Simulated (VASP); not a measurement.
Write the native input for VASP 6.6.1 that does the following.

```
Task                               : atomic charges
Functional                         : HSE06
Dispersion                         : D4
Potentials or basis                : VASP PAW PBE potentials, release 54 (Se, Li_sv)
Cutoff                             : 520 eV
k mesh                             : 4 × 4 × 4
Occupations                        : tetrahedron
Spin                               : no spin polarisation
Grid for exact exchange (PRECFOCK) : Normal
Screening parameter                : 0.2 1/A
Further INCAR settings             : ALGO = Normal; EDIFF = 1e-06
```

Crystal: Li2Se.

```
CELL_PARAMETERS angstrom
0.00000 3.00250 3.00250
3.00250 0.00000 3.00250
3.00250 3.00250 0.00000
ATOMIC_POSITIONS crystal
Se 0.00000 0.00000 0.00000
Li 0.75000 0.75000 0.75000
Li 0.25000 0.25000 0.25000
```

The input as run:

POSCAR

```
Li2Se
1.0
    0.0000000000      3.0025000000      3.0025000000
    3.0025000000      0.0000000000      3.0025000000
    3.0025000000      3.0025000000      0.0000000000
Se Li
1 2
Cartesian
    0.0000000000      0.0000000000      0.0000000000
    4.5037500000      4.5037500000      4.5037500000
    1.5012500000      1.5012500000      1.5012500000
```

INCAR.step1

```
SYSTEM = Li2Se
PREC = Accurate
ENCUT = 520
EDIFF = 1E-5
ISMEAR = -5
SIGMA = 0.05
LREAL = .False.
LASPH = .True.
NELM = 80
ALGO = Normal
ISIF = 2
LWAVE = .True.
GGA = PE
```

INCAR.step2

```
SYSTEM = Li2Se
PREC = Accurate
ENCUT = 520
EDIFF = 1E-6
ISMEAR = -5
SIGMA = 0.05
LREAL = .False.
LASPH = .True.
NELM = 80
ALGO = Normal
ISIF = 2
LWAVE = .False.
LCHARG = .True.
GGA = PE
LHFCALC = .True.
HFSCREEN = 0.2
PRECFOCK = Normal
IVDW = 13
LORBIT = 11
LELF = .True.
LVHAR = .True.
ISTART = 1
```

KPOINTS

```
Automatic mesh
0
Gamma
  4 4 4
  0 0 0
```

Potentials or basis: VASP PAW PBE potentials, release 54 (Se, Li_sv).

Run with:

```bash
$ cat potpaw_PBE.54/Se/POTCAR potpaw_PBE.54/Li_sv/POTCAR > POTCAR
$ cp INCAR.step1 INCAR
$ mpirun -np 1 vasp_std > vasp.out
$ cp INCAR.step2 INCAR
$ mpirun -np 1 vasp_std > vasp.out
```

Results of the run:

- Band gap on the k mesh: 3.85 eV, indirect (least direct gap 4.37 eV)
- Valence electrons inside the program's atomic spheres: Se 3.99; Li 2.07
- Dispersion energy per atom: -0.109 eV

Caveat: the k mesh is coarse (spacing up to 0.45 Å⁻¹), so the values aren't converged, least of all with exact exchange.

Run time: 73 s on 1 thread of Intel(R) Xeon(R) 6975P-C (Granite Rapids), with other jobs on the host, peak memory 0.27 GiB.
